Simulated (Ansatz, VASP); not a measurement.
**Two plane-wave programs on CaSe**

```
Se Ca
1.0
     0.00000    3.25540    3.25540
     3.25540    0.00000    3.25540
     3.25540    3.25540    0.00000
Se Ca
1 1
Direct
  0.25000 0.25000 0.25000
  0.00000 0.00000 0.00000
```

Change from the starting cell: volume scaled by 0.96.

Alike in both runs: task single point; functional PBE; k mesh 7 × 7 × 7; occupations fermi-dirac, width 0.05 eV; no spin polarisation.

|  | VASP | Ansatz |
| --- | --- | --- |
| version | VASP 6.6.1 | Ansatz 0.2.0 |
| potentials or method | VASP PAW PBE potentials, release 64 (Se, Ca_sv) | Ansatz PAW |
| plane-wave cutoff (eV) | 520 | 420 |
| valence electrons in the cell | 16 | 26 |

Ansatz gave:

```
gap on the k mesh at the Fermi level (eV) : 3.27
least direct gap on the mesh (eV)         : 3.38
pressure (GPa)                            : 1.2
```

Which values does VASP return?

gap on the k mesh at the Fermi level (eV): 3.27; least direct gap on the mesh (eV): 3.38; pressure (GPa): 1.4.

The functional is the same, so the differences come from potentials, cutoffs and numerics. The two sets of potentials don't hold the same shells in valence.

Caveats: an odd mesh through Γ misses points on the zone boundary, where band edges often lie (VASP); odd divisions of the mesh miss points on the zone boundary, where band edges often lie, so the gap on the mesh can be too wide (Ansatz).
